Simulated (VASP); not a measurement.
**Sr: single point with optPBE-vdW**

Crystal: Sr.

```xyz
1
Lattice="4.2485 0.0000 0.0000 2.0184 3.7078 0.0000 2.0680 1.0859 3.5753" Properties=species:S:1:pos:R:3 pbc="T T T"
Sr    2.0296    3.6931    0.0023
```

The cell isn't the ideal one: cell strained at random at fixed volume.

| Quantity | Value |
| --- | --- |
| Program | VASP 6.6.1 |
| Task | single point |
| Functional | optPBE-vdW |
| Potentials or basis | VASP PAW PBE potentials, release 64 (Sr_sv_GW) |
| Cutoff | 600 eV |
| k mesh | 8 × 8 × 8 |
| Occupations | fermi-dirac, width 0.1 eV |
| Spin | no spin polarisation |

```json
{"Pressure": "-0.5 GPa", "Band gap on the k mesh": "none (metal or under the smearing width)"}
```

Stress tensor (GPa, compression positive):
```
-0.05  0.28  0.15
 0.28 -0.50  0.23
 0.15  0.23 -0.85
```

Levels at points of the mesh, in eV from the Fermi level:
| k point | band 1 | band 2 | band 3 | band 4 | band 5 | band 6 | band 7 | band 8 | band 9 |
| --- | --- | --- | --- | --- | --- | --- | --- | --- | --- |
| (0.00, 0.00, 0.00) | -36.66 | -18.54 | -18.54 | -18.54 | -3.57 | 2.11 | 2.30 | 2.54 | 3.63 |
| (0.50, 0.00, 0.00) | -36.65 | -18.72 | -18.57 | -18.57 | -1.07 | 0.11 | 1.90 | 2.45 | 4.67 |
| (0.00, 0.50, 0.00) | -36.65 | -18.72 | -18.57 | -18.56 | -1.12 | 0.05 | 2.11 | 2.30 | 4.51 |
| (0.50, 0.50, 0.00) | -36.64 | -18.72 | -18.61 | -18.60 | -0.60 | 0.40 | 1.05 | 4.67 | 5.14 |
| (0.00, 0.00, 0.50) | -36.65 | -18.71 | -18.57 | -18.56 | -1.15 | 0.00 | 2.09 | 2.36 | 4.55 |
| (0.50, 0.00, 0.50) | -36.64 | -18.72 | -18.61 | -18.60 | -0.63 | 0.42 | 0.95 | 4.71 | 5.14 |
| (0.00, 0.50, 0.50) | -36.64 | -18.71 | -18.62 | -18.61 | -0.54 | 0.34 | 1.22 | 4.75 | 5.35 |
| (0.50, 0.50, 0.50) | -36.64 | -18.74 | -18.58 | -18.57 | -0.96 | 0.25 | 1.94 | 2.24 | 4.82 |

Wall time 2.5 min on 1 thread of Intel(R) Xeon(R) 6975P-C (Granite Rapids), with other jobs on the host, peak memory 0.63 GiB.

Caveat: the PAW data sets were made with another functional, which shifts forces and pressure a little.
